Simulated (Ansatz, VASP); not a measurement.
## MoS2: VASP beside Ansatz

INCAR

```
SYSTEM = MoS2
PREC = Accurate
ENCUT = 600
EDIFF = 1E-7
ISMEAR = 0
SIGMA = 0.02
LREAL = .FALSE.
LASPH = .TRUE.
NELM = 100
ALGO = Normal
ISIF = 3
LWAVE = .FALSE.
LCHARG = .FALSE.
GGA = PS
IBRION = 2
NSW = 100
EDIFFG = -0.002
```

The input KPOINTS:

```
regular mesh
0
G
  12 12 2
  0 0 0
```

The input POSCAR:

```
MoS2
1.0
    3.1414773708      0.0000000028      0.0000000000
   -1.5707386878      2.7205992071      0.0000000000
    0.0000000000      0.0000000000     12.5914589153
Mo S
2 4
Direct
    0.6666666667      0.3333333333      0.2500000000
    0.3333333333      0.6666666667      0.7500000000
    0.6666666667      0.3333333333      0.6261794789
    0.3333333333      0.6666666667      0.3738205211
    0.6666666667      0.3333333333      0.8738205211
    0.3333333333      0.6666666667      0.1261794789
```

Input for Ansatz:

```yaml
crystal:
  lattice:
    - [3.1414773708, 2.8e-09, 0.0]
    - [-1.5707386878, 2.7205992071, 0.0]
    - [0.0, 0.0, 12.5914589153]
  atoms:
    - { symbol: Mo, position: [0.6666666667, 0.3333333333, 0.25] }
    - { symbol: Mo, position: [0.3333333333, 0.6666666667, 0.75] }
    - { symbol: S, position: [0.6666666667, 0.3333333333, 0.6261794789] }
    - { symbol: S, position: [0.3333333333, 0.6666666667, 0.3738205211] }
    - { symbol: S, position: [0.6666666667, 0.3333333333, 0.8738205211] }
    - { symbol: S, position: [0.3333333333, 0.6666666667, 0.1261794789] }
basis:
  ecutwfc: 420
kpoints:
  mp_grid: { grid: [12, 12, 2] }
hamiltonian:
  xc: pbesol
  pseudopotentials: { kind: paw, azcp: { folder: soft_1 } }
scf:
  occupations: { method: gaussian, width: 0.02 }
output:
  forces: true
  stress: true
  eigenvalues: true
  write_density: true
  write_potential: true
  elf: true
  volumetric_format: npy
relax:
  adjacent_minimum: "off"
  f_tol: 0.002
  max_steps: 80
  cell: { stress_tol: 0.02 }
```

The cell is a database's computed one.

Alike in both runs: task relaxation of cell and atoms; functional PBEsol; k mesh 12 × 12 × 2; occupations gaussian, width 0.02 eV; no spin polarisation.

|  | VASP | Ansatz |
| --- | --- | --- |
| version | VASP 6.6.1 | Ansatz 0.2.0 |
| potentials or method | VASP PAW PBE potentials, release 64 (Mo_sv, S) | scalar-relativistic, plane waves, PAW |
| plane-wave cutoff (eV) | 600 | 420 |
| valence electrons in the cell | 52 | 52 |

Ansatz gave:

```
gap on the k mesh at the Fermi level, each at its own relaxed structure (eV) : 0.99
relaxed volume (Å³/atom)                                                     : 17.94
relaxed cell length with the largest relative difference (Å)                 : 12.591
```

Task: What did VASP give for the same quantities?

Result: gap on the k mesh at the Fermi level, each at its own relaxed structure (eV): 0.99; relaxed volume (Å³/atom): 17.90; relaxed cell length with the largest relative difference (Å): 12.564.

Ansatz warned: «pseudo_functional_mismatch».

Caveats: the PAW data sets were made with another functional, which shifts forces and pressure a little (VASP); this functional lacks dispersion, which binds the layers, so the pressure and a relaxed spacing across them are unreliable. A k mesh can miss the band edges. PBEsol gaps usually lie below the measured ones, often by a third to a half.
